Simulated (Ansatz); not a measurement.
# TiO2 under pressure: fit and missing row

TiO2, P4_2/mnm, a = 4.643 Å, c = 2.964 Å. The compound has several low-lying forms, and this is one of them. Ansatz: PBE, PAW, 420 eV, Γ-centred 6×6×10 mesh on 6 atoms, Gaussian smearing 0.02 eV; no spin polarisation. Cell and atoms are relaxed at each pressure, and no other structure is tried, so the rows at high pressure may lie past a change of phase.

```
V (Å³/atom) P (GPa)
          ?    40.00
      9.829    20.06
     10.193    10.02
     10.407     5.00
     10.549     2.00
     10.650     0.01
     10.760    -2.00
```

**Question.** Take V0 = 10.650 Å³/atom, count pressures from its P0 = 0.01 GPa, fit the third-order Birch–Murnaghan form to the other rows, and predict the missing volume.

**Answer.** With the Eulerian strain f = ½[(V0/V)^(2/3) − 1] and y = (P − P0)/[3f(1 + 2f)^(5/2)], the form is the line y = B0 + 1.5 B0 (B0′ − 4) f. Rows (f, y): 0.02747, 212.8; 0.01484, 209.0; 0.00775, 206.5; 0.00319, 204.7; -0.00341, 199.9. Means f = 0.009968, y = 206.58; Σ(Δf)² = 0.0005599, ΣΔfΔy = 0.2229; the slope is their ratio. y = 202.6 + 398.2 f GPa, so B0 = 202.6 GPa and B0′ = 4 + 2 × (398.2)/(3 × 202.6) = 5.31. P = 40.00 GPa is met at f = 0.04785 (y = 221.65), so V = V0 (1 + 2f)^(−3/2) = 9.286 Å³/atom. The run gave 9.264 Å³/atom, so the fit is 0.022 Å³/atom too high, 1.5 % of the span of the series, against an rms of 0.001 Å³/atom on the fitted rows. The row lies outside the fitted range. A fourth-order term fitted to the same rows gives P = 39.16 GPa at this row's volume (the line 40.93, the run 40.00), no gain. With a term in f² added B0′ becomes 5.97, so this figure hangs on the form.